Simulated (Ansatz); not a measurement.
# GaN: the cost of one run

Program: Ansatz 0.2.0. Level of theory: DFT PBE, scalar-relativistic, plane waves, PAW. These are calculated values, not measurements.

The COD entry's cell or inner coordinates are ideal or old and differ from later refinements, so a difference from it is no clean test against experiment.

### 1 The starting structure

The structure is hexagonal, space group P6_3mc (No. 186). The conventional cell has a = 3.180 Å, b = 3.180 Å, c = 5.166 Å, α = 90.00°, β = 90.00°, γ = 120.00°. Ga (site symmetry 3m) is surrounded by 4 N at 1.94 to 1.95 Å. Around N (site symmetry 3m) lie 4 Ga at 1.94 to 1.95 Å.

Coordinates:

```
CELL_PARAMETERS angstrom
-4.77000 2.75396 5.16600
4.77000 -2.75396 5.16600
4.77000 8.26188 -5.16600
ATOMIC_POSITIONS crystal
Ga 0.83333 0.16667 0.00000
Ga 0.33333 0.66667 0.00000
Ga 0.16667 0.00000 0.16667
Ga 0.66667 0.50000 0.16667
Ga 0.50000 0.83333 0.33333
Ga 0.00000 0.33333 0.33333
Ga 0.83333 0.66667 0.50000
Ga 0.33333 0.16667 0.50000
Ga 0.16667 0.50000 0.66667
Ga 0.66667 0.00000 0.66667
Ga 0.50000 0.33333 0.83333
Ga 0.00000 0.83333 0.83333
Ga 0.41667 0.08333 0.00000
Ga 0.91667 0.58333 0.00000
Ga 0.75000 0.91667 0.16667
Ga 0.25000 0.41667 0.16667
Ga 0.08333 0.75000 0.33333
Ga 0.58333 0.25000 0.33333
Ga 0.41667 0.58333 0.50000
Ga 0.91667 0.08333 0.50000
Ga 0.75000 0.41667 0.66667
Ga 0.25000 0.91667 0.66667
Ga 0.08333 0.25000 0.83333
Ga 0.58333 0.75000 0.83333
N 0.02083 0.35417 0.00000
N 0.52083 0.85417 0.00000
N 0.35417 0.18750 0.16667
N 0.85417 0.68750 0.16667
N 0.68750 0.02083 0.33333
N 0.18750 0.52083 0.33333
N 0.02083 0.85417 0.50000
N 0.52083 0.35417 0.50000
N 0.35417 0.68750 0.66667
N 0.85417 0.18750 0.66667
N 0.68750 0.52083 0.83333
N 0.18750 0.02083 0.83333
N 0.60417 0.27083 0.00000
N 0.10417 0.77083 0.00000
N 0.93750 0.10417 0.16667
N 0.43750 0.60417 0.16667
N 0.27083 0.93750 0.33333
N 0.77083 0.43750 0.33333
N 0.60417 0.77083 0.50000
N 0.10417 0.27083 0.50000
N 0.93750 0.60417 0.66667
N 0.43750 0.10417 0.66667
N 0.27083 0.43750 0.83333
N 0.77083 0.93750 0.83333
```

The runs take a perfect supercell of 48 atoms; the defect goes to fractional position (0.833, 0.167, 0.000).

### 2 The perfect supercell

input.yaml reads:

```yaml
crystal:
  lattice:
    - [-4.77, 2.753961, 5.166]
    - [4.77, -2.753961, 5.166]
    - [4.77, 8.261882, -5.166]
  atoms:
    - { symbol: Ga, position: [0.833333, 0.166667, 0.0] }
    - { symbol: Ga, position: [0.333333, 0.666667, 0.0] }
    - { symbol: Ga, position: [0.166666, 0.0, 0.166667] }
    - { symbol: Ga, position: [0.666666, 0.5, 0.166667] }
    - { symbol: Ga, position: [0.5, 0.833334, 0.333333] }
    - { symbol: Ga, position: [0.0, 0.333334, 0.333333] }
    - { symbol: Ga, position: [0.833333, 0.666667, 0.5] }
    - { symbol: Ga, position: [0.333333, 0.166667, 0.5] }
    - { symbol: Ga, position: [0.166666, 0.5, 0.666667] }
    - { symbol: Ga, position: [0.666666, 0.0, 0.666667] }
    - { symbol: Ga, position: [0.5, 0.333334, 0.833333] }
    - { symbol: Ga, position: [0.0, 0.833334, 0.833333] }
    - { symbol: Ga, position: [0.416667, 0.083333, 0.0] }
    - { symbol: Ga, position: [0.916667, 0.583333, 0.0] }
    - { symbol: Ga, position: [0.75, 0.916666, 0.166667] }
    - { symbol: Ga, position: [0.25, 0.416666, 0.166667] }
    - { symbol: Ga, position: [0.083334, 0.75, 0.333333] }
    - { symbol: Ga, position: [0.583334, 0.25, 0.333333] }
    - { symbol: Ga, position: [0.416667, 0.583333, 0.5] }
    - { symbol: Ga, position: [0.916667, 0.083333, 0.5] }
    - { symbol: Ga, position: [0.75, 0.416666, 0.666667] }
    - { symbol: Ga, position: [0.25, 0.916666, 0.666667] }
    - { symbol: Ga, position: [0.083334, 0.25, 0.833333] }
    - { symbol: Ga, position: [0.583334, 0.75, 0.833333] }
    - { symbol: "N", position: [0.020833, 0.354167, 0.0] }
    - { symbol: "N", position: [0.520833, 0.854167, 0.0] }
    - { symbol: "N", position: [0.354166, 0.1875, 0.166667] }
    - { symbol: "N", position: [0.854166, 0.6875, 0.166667] }
    - { symbol: "N", position: [0.6875, 0.020834, 0.333333] }
    - { symbol: "N", position: [0.1875, 0.520834, 0.333333] }
    - { symbol: "N", position: [0.020833, 0.854167, 0.5] }
    - { symbol: "N", position: [0.520833, 0.354167, 0.5] }
    - { symbol: "N", position: [0.354166, 0.6875, 0.666667] }
    - { symbol: "N", position: [0.854166, 0.1875, 0.666667] }
    - { symbol: "N", position: [0.6875, 0.520834, 0.833333] }
    - { symbol: "N", position: [0.1875, 0.020834, 0.833333] }
    - { symbol: "N", position: [0.604167, 0.270833, 0.0] }
    - { symbol: "N", position: [0.104167, 0.770833, 0.0] }
    - { symbol: "N", position: [0.9375, 0.104166, 0.166667] }
    - { symbol: "N", position: [0.4375, 0.604166, 0.166667] }
    - { symbol: "N", position: [0.270834, 0.9375, 0.333333] }
    - { symbol: "N", position: [0.770834, 0.4375, 0.333333] }
    - { symbol: "N", position: [0.604167, 0.770833, 0.5] }
    - { symbol: "N", position: [0.104167, 0.270833, 0.5] }
    - { symbol: "N", position: [0.9375, 0.604166, 0.666667] }
    - { symbol: "N", position: [0.4375, 0.104166, 0.666667] }
    - { symbol: "N", position: [0.270834, 0.4375, 0.833333] }
    - { symbol: "N", position: [0.770834, 0.9375, 0.833333] }
basis:
  ecutwfc: 420
  fft_grid_basis: typed
kpoints:
  mp_grid: { grid: [2, 2, 2] }
hamiltonian:
  xc: pbe
  pseudopotentials: { kind: paw }
scf:
  occupations: { method: gaussian, width: 0.05 }
output:
  forces: true
  stress: false
  eigenvalues: true
  bader: false
  write_density: true
  volumetric_format: npy
```

Command:

```
$ ansatz run input.yaml --threads 8 --pin off --max-ram 16384MiB --backend cpu --events-out ev --progress --plain --runs-dir out
```

Q: Estimate wall time and peak memory on 8 threads of Arm Neoverse N1, shared host.

About 11 s, with a peak of 3.4 GiB.
